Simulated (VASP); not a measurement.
PbSe (Clausthalite):

```
CELL_PARAMETERS angstrom
0.00000 3.06215 3.06215
3.06215 0.00000 3.06215
3.06215 3.06215 0.00000
ATOMIC_POSITIONS crystal
Pb 0.00000 0.00000 0.00000
Se 0.50000 0.50000 0.50000
```

Base run:

```yaml
Program: VASP 6.6.1
Functional: TB-mBJ
Potentials_or_basis: VASP PAW PBE potentials, release 64 (Pb_d, Se)
Cutoff: 520 eV
k_mesh: 8 × 8 × 8
Occupations: gaussian, width 0.02 eV
Spin: no spin polarisation
```

Its results: band gap on the k mesh 0.87 eV, direct.

Question: The run is repeated on the same cell with these changes: functional from TB-mBJ to PBE. What comes out?

Answer: Band gap on the k mesh 0.30 eV, direct.

Caveats: spin-orbit coupling is left out, which as a rule narrows the gap of such compounds by several tenths of an eV.

A k mesh can miss the band edges.

Not every run made on this cell is shown here.
